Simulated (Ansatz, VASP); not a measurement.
# P: VASP beside Ansatz

INCAR

```
PREC = Accurate ; ENCUT = 520
EDIFF = 1E-6 ; ISMEAR = -1
SIGMA = 0.1 ; LREAL = F
LASPH = T ; NELM = 80
ALGO = Normal ; ISIF = 2
LWAVE = F ; LCHARG = F
GGA = RE ; NBANDS = 12
```

The input KPOINTS:

```
Automatic mesh
0
Gamma
  12 12 11
```

Contents of POSCAR:

```
P
1.0
    3.2102748959      0.0000000000      0.0000000000
   -1.6051374480      2.7801796130      0.0000000000
    0.0000000000      0.0000000000      3.1504444118
P
2
Direct
    0.3333333333      0.6666666667      0.2500000000
    0.6666666667      0.3333333333      0.7500000000
```

Input for Ansatz:

```yaml
crystal:
  lattice:
    - [3.2102748959, 0.0, 0.0]
    - [-1.605137448, 2.780179613, 0.0]
    - [0.0, 0.0, 3.1504444118]
  atoms:
    - { symbol: P, position: [0.3333333333, 0.6666666667, 0.25] }
    - { symbol: P, position: [0.6666666667, 0.3333333333, 0.75] }
hamiltonian:
  xc: revpbe
  pseudopotentials:
    kind: paw
    azcp:
      P: "pseudopotentials/P.paw.azcp"
basis:
  ecutwfc: 420
  fft_grid_basis: typed
kpoints:
  mp_grid: { grid: [12, 12, 11], shift: [0, 0, 0] }
magnetization:
  spin_polarized: false
scf:
  occupations: { method: fermi_dirac, width: 0.1 }
  lower_state_search: "off"
output:
  stress: true
```

Alike in both runs: task single point; functional revPBE; k mesh 12 × 12 × 11; occupations fermi-dirac, width 0.1 eV; no spin polarisation.

|  | VASP | Ansatz |
| --- | --- | --- |
| version | VASP 6.6.1 | Ansatz 0.2.0 |
| potentials or method | VASP PAW PBE potentials, release 64 (P) | plane waves (420 eV) with PAW, scalar-relativistic |
| plane-wave cutoff (eV) | 520 | 420 |
| valence electrons in the cell | 10 | 10 |

|  | VASP | Ansatz | Ansatz less VASP |
| --- | --- | --- | --- |
| pressure (GPa) | 8.4 | 9.1 | +0.65 |
| largest component of the traceless stress (GPa) | 1.57 | 1.70 | +0.131 |

The functional is the same, so the differences come from potentials, cutoffs and numerics.

Caveats: the PAW data sets were made with another functional, which shifts forces and pressure a little (VASP).
